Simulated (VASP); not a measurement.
**BN in VASP: one cell, several levels of theory**

Aim: gap, levels, forces and stress of BN built on the zincblende prototype, under +4.0 % biaxial strain in x and y, free along z at fixed geometry. Runs: PBE, r2SCAN. The results are then set beside those of Ansatz 0.2.0 for the same cell.

Program: VASP 6.6.1. PAW datasets, plane waves. (Simulation; spin polarisation is off.)

## (1) Starting point

The cell comes from an earlier relaxation with r2SCAN in another program, then strained, with the atoms relaxed again.

The symmetry is I-4m2 (No. 119, tetragonal); conventional cell a = 2.655 Å, c = 3.547 Å, 6.25 Å³ an atom. Around B lie 4 N at 1.60 Å; around N lie 4 B at 1.60 Å.

As a file:

```xyz
2
Lattice="0.0000 1.8770 1.7734 1.8770 0.0000 1.7734 1.8770 1.8770 0.0000" Properties=species:S:1:pos:R:3 pbc="T T T"
B     0.0000    0.0000    0.0000
N     0.9385    0.9385    0.8867
```

## (2) Single point with PBE

File INCAR:

```
ENCUT = 520.000000
SIGMA = 0.020000
EDIFF = 1.00e-07
GGA = PE
PREC = Accurate
IBRION = -1
ISIF = 2
ISMEAR = -1
NBANDS = 11
NELM = 120
NSW = 0
LASPH = .TRUE.
LCHARG = .TRUE.
LELF = .TRUE.
LWAVE = .FALSE.
LREAL = .FALSE.
```

File KPOINTS:

```
KPOINTS created by Atomic Simulation Environment
0
Gamma
12 12 12
0 0 0
```

File KPOINTS_OPT:

```
special points
6
Reciprocal
0.0000000000 0.0000000000 0.0000000000 1
-0.5000000000 -0.5000000000 0.0000000000 1
-0.3750000000 -0.3750000000 0.2500000000 1
-0.3750000000 0.0000000000 0.3750000000 1
0.0000000000 0.0000000000 0.5000000000 1
-0.5000000000 -0.2500000000 0.2500000000 1
```

File POSCAR:

```
B  N
 1.0000000000000000
     0.0000000000000000    1.8770184675999999    1.7733753882000001
     1.8770184675999999    0.0000000000000000    1.7733753882000001
     1.8770184675999999    1.8770184675999999    0.0000000000000000
 B   N
   1   1
Cartesian
  0.0000000000000000  0.0000000000000000  0.0000000000000000
  0.9385092338000000  0.9385092338000000  0.8866876941000000
```

The run uses the recommended PBE PAW datasets (8 valence electrons a neutral cell).

On the command line:

```bash
$ mpirun -np 1 vasp_std
```

Standard output, without the iteration lines:

```text
POSCAR found type information on POSCAR B N
 POSCAR found :  2 types and       2 ions
 LDA part: xc-table for (Slater+PW92), standard interpolation
 POSCAR, INCAR and KPOINTS ok, starting setup
 FFT: planning ... GRIDC
 FFT: planning ... GRID_SOFT
 FFT: planning ... GRID
 WAVECAR not read
 entering main loop
 Start KPOINTS_OPT (optional k-point list driver)
k-point batch [1-6\6]
```

OSZICAR:

```text
N       E                     dE             d eps       ncg     rms          rms(c)
DAV:   1     0.112085933040E+02    0.11209E+02   -0.49223E+03  3674   0.718E+02
DAV:   2    -0.176778357800E+02   -0.28886E+02   -0.28017E+02  4351   0.163E+02
DAV:   3    -0.182570987855E+02   -0.57926E+00   -0.57821E+00  4221   0.198E+01
DAV:   4    -0.182578658536E+02   -0.76707E-03   -0.76705E-03  3802   0.801E-01
DAV:   5    -0.182578665991E+02   -0.74546E-06   -0.74546E-06  4159   0.250E-02    0.640E+00
DAV:   6    -0.174413090597E+02    0.81656E+00   -0.30598E+00  3766   0.979E+00    0.307E+00
DAV:   7    -0.173869648969E+02    0.54344E-01   -0.82184E-02  3991   0.244E+00    0.185E+00
DAV:   8    -0.173745279873E+02    0.12437E-01   -0.32838E-02  3927   0.130E+00    0.163E-01
DAV:   9    -0.173746431176E+02   -0.11513E-03   -0.10979E-03  3799   0.255E-01    0.781E-02
DAV:  10    -0.173747368523E+02   -0.93735E-04   -0.13014E-04  3866   0.976E-02    0.144E-02
DAV:  11    -0.173747426988E+02   -0.58465E-05   -0.10765E-05  4127   0.266E-02    0.106E-02
DAV:  12    -0.173747427205E+02   -0.21658E-07   -0.18009E-06  3934   0.904E-03    0.642E-04
DAV:  13    -0.173747427105E+02    0.99992E-08   -0.23894E-08  1979   0.152E-03
   1 F= -.17374743E+02 E0= -.17374743E+02  d E =-.393676E-11
       N       E                     dE             ncg
DAV:   1     0.191356766070E+04   -0.21398E+04      132
DAV:   2     0.176690871634E+04   -0.14666E+03      156
DAV:   3     0.176414717386E+04   -0.27615E+01      153
DAV:   4     0.176414408941E+04   -0.30845E-02      138
DAV:   5     0.176414408653E+04   -0.28819E-05      156
DAV:   6     0.176414408652E+04   -0.50186E-08      138
```

The lines after F= are the extra pass for the points of KPOINTS_OPT, at fixed density; their E is not a total energy.

OUTCAR, selected sections:

```text
k-points           NKPTS =    163   k-points in BZ     NKDIM =    163   number of bands    NBANDS=     11

   NELECT =       8.0000    total number of electrons

   dimension x,y,z NGX =    20 NGY =   20 NGZ =   20
   dimension x,y,z NGXF=    40 NGYF=   40 NGZF=   40

  energy-cutoff  :      520.00
  volume of cell :       12.50
      direct lattice vectors                 reciprocal lattice vectors
     0.000000000  1.877018468  1.773375388    -0.266379904  0.266379904  0.281948201
     1.877018468  0.000000000  1.773375388     0.266379904 -0.266379904  0.281948201
     1.877018468  1.877018468  0.000000000     0.266379904  0.266379904 -0.281948201

 k-points in reciprocal lattice and weights: KPOINTS created by Atomic Simulation Env
   0.00000000  0.00000000  0.00000000       0.001
   0.08333333 -0.00000000  0.00000000       0.005
   0.16666667  0.00000000  0.00000000       0.005
   0.25000000  0.00000000  0.00000000       0.005
   0.33333333  0.00000000  0.00000000       0.005
   0.41666667  0.00000000  0.00000000       0.005
   0.50000000  0.00000000  0.00000000       0.002
   0.08333333  0.08333333  0.00000000       0.001
[... 155 more k-points ...]

 E-fermi :   7.4292

 k-point     1 :       0.0000    0.0000    0.0000
  band No.  band energies     occupation
      1     -12.8725      2.00000
      2       6.5657      2.00000
      3       6.5657      2.00000
      4       7.0580      2.00000
      5      15.0446      0.00000
      6      15.4400      0.00000
      7      15.4400      0.00000
      8      16.1550      0.00000
      9      30.4570      0.00000
     10      32.4451      0.00000
     11      33.5121      0.00000

 k-point     2 :       0.0833   -0.0000    0.0000
  band No.  band energies     occupation
      1     -12.7108      2.00000
      2       5.8073      2.00000
      3       6.3764      2.00000
      4       6.7915      2.00000
      5      15.1552      0.00000
      6      15.6749      0.00000
      7      15.6841      0.00000
      8      16.8003      0.00000
      9      30.3329      0.00000
     10      30.7256      0.00000
     11      31.9769      0.00000

 k-point     3 :       0.1667    0.0000    0.0000
  band No.  band energies     occupation
      1     -12.2324      2.00000
      2       3.8307      2.00000
      3       5.9135      2.00000
      4       6.3914      2.00000
      5      15.3431      0.00000
      6      16.2275      0.00000
      7      16.2704      0.00000
      8      18.2052      0.00000
      9      29.4987      0.00000
     10      29.7149      0.00000
     11      30.9308      0.00000

 k-point     4 :       0.2500    0.0000    0.0000
  band No.  band energies     occupation
      1     -11.4620      2.00000
      2       1.4780      2.00000
      3       5.3750      2.00000
      4       5.9629      2.00000
      5      15.5003      0.00000
      6      16.6935      0.00000
      7      16.9766      0.00000
      8      19.5946      0.00000
      9      29.1294      0.00000
     10      29.4006      0.00000
     11      30.5745      0.00000

 k-point     5 :       0.3333    0.0000    0.0000
  band No.  band energies     occupation
      1     -10.4651      2.00000
      2      -0.7981      2.00000
      3       4.9120      2.00000
      4       5.6016      2.00000
      5      15.6021      0.00000
      6      16.8747      0.00000
      7      17.5128      0.00000
      8      20.6303      0.00000
      9      29.0084      0.00000
     10      30.4113      0.00000
     11      30.9336      0.00000

 k-point     6 :       0.4167    0.0000    0.0000
  band No.  band energies     occupation
      1      -9.4322      2.00000
      2      -2.6447      2.00000
      3       4.6085      2.00000
      4       5.3676      2.00000
      5      15.6442      0.00000
      6      16.8627      0.00000
      7      17.7978      0.00000
      8      21.2321      0.00000
      9      29.1729      0.00000
     10      32.0143      0.00000
     11      32.0169      0.00000

 k-point     7 :       0.5000    0.0000    0.0000
  band No.  band energies     occupation
      1      -8.9086      2.00000
      2      -3.4463      2.00000
      3       4.5036      2.00000
      4       5.2873      2.00000
      5      15.6523      0.00000
      6      16.8344      0.00000
      7      17.8813      0.00000
      8      21.4250      0.00000
      9      29.3268      0.00000
     10      32.2469      0.00000
     11      32.9206      0.00000

 k-point     8 :       0.0833    0.0833    0.0000
  band No.  band energies     occupation
      1     -12.6397      2.00000
      2       6.0280      2.00000
      3       6.0280      2.00000
      4       6.4455      2.00000
      5      14.6628      0.00000
      6      16.1070      0.00000
      7      16.1070      0.00000
      8      16.8125      0.00000
      9      29.9628      0.00000
     10      32.2360      0.00000
     11      32.7735      0.00000

 k-point     9 :       0.1667    0.0833    0.0000
  band No.  band energies     occupation
      1     -12.2502      2.00000
      2       4.4734      2.00000
      3       5.4687      2.00000
      4       6.2558      2.00000
      5      14.5994      0.00000
      6      16.5858      0.00000
      7      16.8035      0.00000
      8      17.8366      0.00000
      9      28.6540      0.00000
     10      31.7599      0.00000
     11      31.7618      0.00000

 k-point    10 :       0.2500    0.0833    0.0000
  band No.  band energies     occupation
      1     -11.5613      2.00000
      2       2.2178      2.00000
      3       4.9047      2.00000
      4       5.9572      2.00000
      5      14.8769      0.00000
      6      17.0697      0.00000
      7      17.3884      0.00000
      8      19.0362      0.00000
      9      27.7927      0.00000
     10      31.3009      0.00000
     11      31.3893      0.00000

 k-point    11 :       0.3333    0.0833    0.0000
  band No.  band energies     occupation
      1     -10.6235      2.00000
      2      -0.0779      2.00000
      3       4.4726      2.00000
      4       5.5365      2.00000
      5      15.1774      0.00000
      6      17.6015      0.00000
      7      17.6172      0.00000
      8      19.9529      0.00000
      9      27.7433      0.00000
     10      31.2663      0.00000
     11      31.8782      0.00000

 k-point    12 :       0.4167    0.0833    0.0000
  band No.  band energies     occupation
      1      -9.5774      2.00000
      2      -2.0640      2.00000
      3       4.2416      2.00000
      4       5.1257      2.00000
      5      15.3803      0.00000
      6      17.5418      0.00000
      7      17.9066      0.00000
      8      20.7692      0.00000
      9      28.0956      0.00000
     10      31.7507      0.00000
     11      32.9512      0.00000

 k-point    13 :       0.5000    0.0833    0.0000
  band No.  band energies     occupation
      1      -8.8415      2.00000
      2      -3.2293      2.00000
      3       4.2373      2.00000
      4       4.8109      2.00000
      5      15.5445      0.00000
      6      17.3577      0.00000
      7      17.9325      0.00000
      8      21.4337      0.00000
      9      28.3879      0.00000
     10      32.1756      0.00000
     11      33.0664      0.00000

 k-point    14 :      -0.4167    0.0833    0.0000
  band No.  band energies     occupation
      1      -9.0802      2.00000
      2      -2.8773      2.00000
      3       4.4552      2.00000
      4       4.6445      2.00000
      5      15.7292      0.00000
      6      17.1916      0.00000
      7      17.8224      0.00000
      8      21.5740      0.00000
      9      28.5037      0.00000
     10      31.4433      0.00000
     11      32.1796      0.00000

 k-point    15 :      -0.3333    0.0833    0.0000
  band No.  band energies     occupation
      1     -10.0346      2.00000
      2      -1.2797      2.00000
      3       4.6590      2.00000
      4       4.8647      2.00000
      5      15.9064      0.00000
      6      17.0280      0.00000
      7      17.6468      0.00000
      8      21.0400      0.00000
      9      28.4512      0.00000
     10      29.4440      0.00000
     11      32.0120      0.00000

 k-point    16 :      -0.2500    0.0833    0.0000
  band No.  band energies     occupation
      1     -11.0620      2.00000
      2       0.8551      2.00000
      3       4.8723      2.00000
      4       5.4025      2.00000
      5      15.9859      0.00000
      6      16.7361      0.00000
      7      17.3298      0.00000
      8      20.0556      0.00000
      9      28.1084      0.00000
     10      28.2474      0.00000
     11      31.8205      0.00000

[... the tables of k-points 17 to 163 left out ...]

  Total       -2.0725698     -2.0725698      0.3129691      0.0000000      0.0000000      0.0000000
  in kB     -265.7369753   -265.7369753     40.1277056      0.0000000      0.0000000      0.0000000
  external PRESSURE =    -163.7820817 kB  Pullay stress =       0.0000000 kB

 POSITION                                       TOTAL-FORCE (eV/Angst)
 -----------------------------------------------------------------------------------
      0.00000      0.00000      0.00000        -0.000000     -0.000000      0.000000
      0.93851      0.93851      0.88669         0.000000      0.000000     -0.000000
 -----------------------------------------------------------------------------------
    total drift:                                0.000001      0.000001     -0.000002

  FREE ENERGIE OF THE ION-ELECTRON SYSTEM (eV)
  ---------------------------------------------------
  free  energy   TOTEN  =       -17.3747427105 eV

  energy  without entropy=      -17.3747427105  energy(sigma->0) =      -17.37474271
```

Hardware: 1 MPI rank of Intel Xeon Platinum 8488C, shared host.

The levels at the points of KPOINTS_OPT are read from vasprun.xml.

Band energies at the special points (eV, zero at the top of v, the last band that the electrons fill by count):

```
point    v−1      v     c    c+1
    Γ  -0.49   0.00  7.99   8.38
    X  -5.43  -5.43  3.49   7.72
    U  -7.38  -4.65  5.72  11.13
    K  -7.52  -3.92  6.79  12.41
    L  -2.55  -1.77  8.59   9.78
    W  -6.68  -6.40  8.69  11.89
```

The PBE gap is 3.49 eV and indirect (Γ to X), with 7.99 eV as the least direct one. Pressure: -16.38 GPa; the forces vanish within 0.01 eV/Å.

Axes a, b and c in the maps are those of this run's conventional cell (a, b, c = 2.655, 2.655, 3.547 Å).

Density in a lattice plane of the grid's cell (edges 2.65 and 3.55 Å, at 0.000 of the third edge), which holds B and N.

Ten even steps from ' ' (0.08 e/Å³) to '@' (3.75 e/Å³):
```
  ....::::::::::::::::::::::::::....
....::::::--====++++++====--::::::..
....::::--==++##%%%%%%##++==--::::..
......::--==##%%@@@@@@%%##==--::....
    ....::==##@@@@@@@@@@##==::....  
      ..::--**%%@@@@@@%%**--::..    
        ..::==**##%%##**==::..      
          ..::--==++==--::..        
            ..::::::::::..          
              ..........            
                                    
                                    
                                    
                                    
                                    
....                              ..
......                          ....
........                      ......
  ..........              ..........
    ..............................  
```
Columns run along the first of these edges and rows up along the second, over one cell in 18 and 20 even steps from the bottom left corner. Atoms in the plane (fractional): B at (0.00, 0.00), N at (0.50, 0.75).

ELF in the same plane.

Ten even steps from ' ' (0.01) to '@' (0.92):
```
    --**%%@@@@@@%%%%%%@@@@@@%%**--  
..::**%%@@@@@@@@%%%%%%@@@@@@@@%%**::
--++##@@@@@@@@%%##**##%%@@@@@@@@##++
==++##%%@@@@%%**--::--**%%@@@@%%##++
--==**##%%%%##==..  ..==##%%%%##**==
..::==**##%%##++--::--++##%%##**==::
  ..::==**######******######**==::..
    ..--++**##%%%%%%%%%%##**++--..  
      ..--++**##%%%%%%##**++--..    
        ..::==++**##**++==::..      
          ..::----==----::..        
              ..........            
                                    
........                      ......
--::::....                  ....::::
==----::::..              ..::::----
------::::....          ....::::----
......::::::::::......::::::::::....
      ::--==================--::    
    ..--**##################**--..  
```
Columns run along the first of these edges and rows up along the second, over one cell in 18 and 20 even steps from the bottom left corner. Atoms in the plane (fractional): B at (0.00, 0.00), N at (0.50, 0.75).

Both are smooth fields of the valence electrons: close to the nuclei they are not physical.

The highest ELF values outside the cores: 0.92 on the B–N line, 0.7 Å from B.

[end of part 1 of 2]
